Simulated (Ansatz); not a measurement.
Method: DFT PBE, scalar-relativistic, plane waves, PAW (Ansatz). Settings: cutoff 420 eV, Γ-centred meshes spaced at most about 0.3 Å⁻¹, and about 0.25 Å⁻¹ or finer for metals (2π included), Gaussian smearing. No spin polarisation.

Each guess is relaxed in cell and atoms at zero pressure, on a coarse mesh first where it starts far from rest and then on a converged one. The steps can't lower the symmetry of the start, but it can rise. Energies are static (0 K, no zero-point motion).

Two unrelaxed guesses for Zr2B3:

Guess 1.

```yaml
crystal:
  lattice:
    - [4.05021, 0.00000, 0.00000]
    - [-2.02510, 3.50758, 0.00000]
    - [0.00000, 0.00000, 4.42540]
  atoms:
    - { symbol: Zr, position: [0.33333, 0.66667, 0.50000] }
    - { symbol: Zr, position: [0.66667, 0.33333, 0.50000] }
    - { symbol: B, position: [0.50996, 0.00000, 0.00000] }
    - { symbol: B, position: [0.00000, 0.50996, 0.00000] }
    - { symbol: B, position: [0.49004, 0.49004, 0.00000] }
```

Guess 2.

```yaml
crystal:
  lattice:
    - [3.99703, 0.00000, 0.00000]
    - [0.00000, 3.99703, 0.00000]
    - [0.00000, 0.00000, 3.99703]
  atoms:
    - { symbol: Zr, position: [0.00000, 0.00000, 0.00000] }
    - { symbol: Zr, position: [0.50000, 0.50000, 0.50000] }
    - { symbol: B, position: [0.50000, 0.00000, 0.00000] }
    - { symbol: B, position: [0.00000, 0.50000, 0.00000] }
    - { symbol: B, position: [0.00000, 0.00000, 0.50000] }
```

Question: Do they relax into the same structure? If not, which is lower?

Answer: No. Guess 1 ends lower, by 282 meV/atom. Guess 1: P-62m at 12.6 Å³/atom → P6/mmm at 19.4 Å³/atom; Guess 2: Pm-3m at 12.8 Å³/atom → Pm-3m at 15.1 Å³/atom. Counting B atoms around Zr (those within 1.25 times the shortest such distance or 1.15 times the sum of covalent radii, 1.27 where that leaves under three; a slash parts the counts of unlike sites), the end of guess 1 has Zr 6 and the end of guess 2 has Zr 6/12. End of guess 1. Conventional cell: a = 5.582 Å, c = 3.594 Å. Zr has 6 B at 2.41 Å; B has 4 Zr at 2.41 Å and 4 B at 2.79 Å. End of guess 2. Conventional cell: a = 4.223 Å. Zr on its first site has 6 B at 2.11 Å; Zr on its second site has 12 B at 2.99 Å; B has 2 Zr at 2.11 Å, 4 Zr at 2.99 Å and 8 B at 2.99 Å.

Ends held by symmetry can be saddle points. Neither end is the lowest form computed: that has space group P-1 (No. 2) and lies 1.25 eV/atom below the better end. Even the lowest of the cells shown lies +0.70 eV/atom against the elements. Some types were kept out of the candidates beforehand, so the set may lack a known form.
